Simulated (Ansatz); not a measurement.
Below is a relaxed structure of MgO. The cell was found from a structure generator's guess, not taken from experiment.

The calculation used DFT PBE, scalar-relativistic, plane waves, PAW (Ansatz). Cutoff 420 eV, Γ-centred mesh, Gaussian smearing, no spin polarisation.

```xyz
8
Lattice="2.9820 0.0000 0.0000 -1.4910 2.5825 0.0000 0.0000 0.0000 10.0777" Properties=species:S:1:pos:R:3 pbc="T T T"
Mg    1.4910    0.8608    8.8488
Mg    0.0000    1.7217    1.2289
Mg    0.0000    1.7217    3.8099
Mg    1.4910    0.8608    6.2678
O     0.0000    0.0000    0.0000
O     0.0000    0.0000    5.0389
O     1.4910    0.8608    2.5194
O     0.0000    1.7217    7.5583
```

The zero of energy is the elements' standard structures at the same level (O₂ as a molecule); no fitted shifts are applied.

Q: What space group does it have?

A: P6_3/mmc (No. 194). Conventional cell: a = 2.982 Å, c = 10.078 Å. Around Mg lie 6 O at 2.12–2.15 Å and 1 Mg at 2.58 Å; around O on a site of symmetry -3m lie 6 Mg at 2.12 Å; around O on a site of symmetry -6m2 lie 6 Mg at 2.15 Å.

Q: How far does it lie from the elements in energy?

A: −2.609 eV/atom. Whether it is stable depends on the other phases of the system, which aren't compared here.

Q: Is it a metal?

A: No, the gap on the 12×12×4 mesh is 4.17 eV.

The last run used a 12×12×4 mesh (in the run's order of axes) for its 8-atom cell and Gaussian smearing of 0.02 eV. Kohn–Sham gaps at this level usually fall short of measured ones. Symmetry constrained the relaxation, so the result can be a saddle point.
